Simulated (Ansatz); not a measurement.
Crystal: HgTe (Coloradoite).

```xyz
2
Lattice="0.0000 3.2145 3.2145 3.2145 0.0000 3.2145 3.2145 3.2145 0.0000" Properties=species:S:1:pos:R:3 pbc="T T T"
Hg    0.0000    0.0000    0.0000
Te    4.8217    4.8217    4.8217
```

Base run:

| Property | Result |
| --- | --- |
| Program | Ansatz 0.2.0 |
| Functional | PBE |
| Potentials or basis | Ansatz PAW |
| Cutoff | 350 eV |
| Density cutoff | 1400 eV |
| k mesh | 7 × 7 × 7 |
| Occupations | fermi-dirac, width 0.05 eV |
| Spin | no spin polarisation |

Its results: band gap on the k mesh none (metal or under the smearing width); pressure 4.6 GPa.

The run is repeated on the same cell with these changes: cutoff from 350 eV to 420 eV (not typed: the program's choice for these potentials); spin from no spin polarisation to spin-orbit coupling, no magnetisation; potential files from those of the base run to others of the same set. What comes out?

Band gap on the k mesh none (metal or under the smearing width); pressure 4.1 GPa.

Caveats: the cutoff lies under the one recommended for these potentials (some runs).
